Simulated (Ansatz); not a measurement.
# Tl: all-electron results

```xyz
2
Lattice="3.4560 0.0000 0.0000 -1.7280 2.9930 0.0000 0.0000 0.0000 5.5250" Properties=species:S:1:pos:R:3 pbc="T T T"
Tl    0.0000    1.9953    1.3813
Tl    1.7280    0.9977    4.1438
```

Atom numbers follow the list: Tl1, Tl2.

Structure: COD 9008519, as refined from experiment and not relaxed.

No spin–orbit coupling, which matters for the heavy atoms here.

Level of theory: Ansatz 0.2.0, DFT, PBE, all-electron LAPW, scalar-relativistic.

Numerical set-up: a Γ-centred 11×11×6 k mesh, Fermi–Dirac smearing of 0.05 eV, basis error target 0.5 meV/atom, no spin polarisation.

```
Pressure at this cell                             : 3.21 GPa
Band gap                                          : none: bands cross the Fermi level, a metal
Stress xx, yy, zz (compression positive)          : 3.15, 3.15, 3.33 GPa
Density of states at the Fermi level (0.2 eV bin) : 0.72 states/eV per cell
Volume per atom                                   : 28.57 Å³
```
